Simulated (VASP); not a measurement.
AlN, 2 atoms in the cell. The structure is cubic, space group Fm-3m (No. 225). The conventional cell has a = 4.085 Å, b = 4.085 Å, c = 4.085 Å, α = 90.00°, β = 90.00°, γ = 90.00°. Al (site symmetry m-3m) has 6 N at 2.04 Å as nearest neighbours. N (site symmetry m-3m) is surrounded by 6 Al at 2.04 Å. Measurements of this composition are mostly on another form, of space group No. 186. The cell isn't the ideal one: a relaxed cell with its volume scaled by 1.03.

- Program: VASP 6.6.1
- Task: single point
- Functional: PBEsol
- Potentials or basis: VASP PAW PBE potentials, release 64 (Al, N)
- Cutoff: 520 eV
- k mesh: 4 × 4 × 4
- Occupations: gaussian, width 0.02 eV
- Spin: no spin polarisation
- Further INCAR settings: ALGO = Normal; EDIFF = 1e-07; NBANDS = 11

Potentials or basis: VASP PAW PBE potentials, release 64 (Al, N).

Run with:

```bash
$ cat potpaw_PBE.64/Al/POTCAR potpaw_PBE.64/N/POTCAR > POTCAR
$ mpirun -np 1 vasp_std > vasp.out
```

Hardware: 1 thread of AMD EPYC 7R43 64-Core Processor (Zen 3), with other jobs on the host.

Problem. How long does it take, and how much memory?

Solution. Run time: 5.5 s on 1 thread of AMD EPYC 7R43 64-Core Processor (Zen 3) (shared host), peak memory 0.09 GiB. Counts: scf iterations 13, k points 8.
